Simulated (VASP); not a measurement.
CdSe: relaxation of cell and atoms with PBE

CdSe:

```
Cd Se
1.0
     0.00000    3.07027    3.07027
     3.07027    0.00000    3.07027
     3.07027    3.07027    0.00000
Cd Se
1 1
Direct
  0.00000 0.00000 0.00000
  0.25000 0.25000 0.25000
```

Measurements of this composition are mostly on another form, of space group No. 186.

| Quantity | Value |
| --- | --- |
| Program | VASP 6.6.1 |
| Task | relaxation of cell and atoms |
| Functional | PBE |
| Potentials or basis | VASP PAW PBE potentials, release 64 (Cd, Se) |
| Cutoff | 600 eV |
| k mesh | 10 × 10 × 10 |
| Occupations | gaussian, width 0.02 eV |
| Spin | no spin polarisation |
| Further INCAR settings | ALGO = Normal; EDIFF = 1e-07; IBRION = 2; EDIFFG = -0.005; NSW = 90; ISIF = 3 |

```json
{
  "Relaxed volume": "29.87 Å³/atom",
  "Relaxed cell": "a = 4.388 Å, b = 4.388 Å, c = 4.388 Å, α = 60.00°, β = 60.00°, γ = 60.00°",
  "Space group after relaxing (to 0.05 Å)": "F-43m (No. 216)",
  "Energy gained by relaxing": "4.3 meV/atom",
  "Ionic steps": "3",
  "Pressure after relaxing": "0.0 GPa",
  "Band gap on the k mesh": "0.48 eV, direct"
}
```

Step by step:
```tsv
step	energy change (eV)	largest force (eV/Å)	pressure (GPa)	volume (Å³)
1	0.0000	0.0000	1.52	57.88
2	-0.0080	0.0000	-0.35	60.22
3	-0.0086	0.0000	0.00	59.74
```

Final structure:
```
Cd Se
1.0
     0.00000    3.10276    3.10276
     3.10276    0.00000    3.10276
     3.10276    3.10276    0.00000
Cd Se
1 1
Direct
  0.00000 0.00000 0.00000
  0.25000 0.25000 0.25000
```

Levels at points of the mesh, in eV from the valence-band top:
```
           k point  band 7  band 8  band 9  band 10  band 11  band 12
(0.00, 0.00, 0.00)    0.00    0.00    0.00     0.48     5.93     5.93
(0.50, 0.00, 0.00)   -4.05   -0.67   -0.67     2.31     6.42     6.42
(0.50, 0.50, 0.00)   -3.81   -1.66   -1.66     3.25     3.69     8.84
```

Wall time 36 s on 1 thread of Intel(R) Xeon(R) 6975P-C (Granite Rapids), on a shared host, peak memory 0.24 GiB.
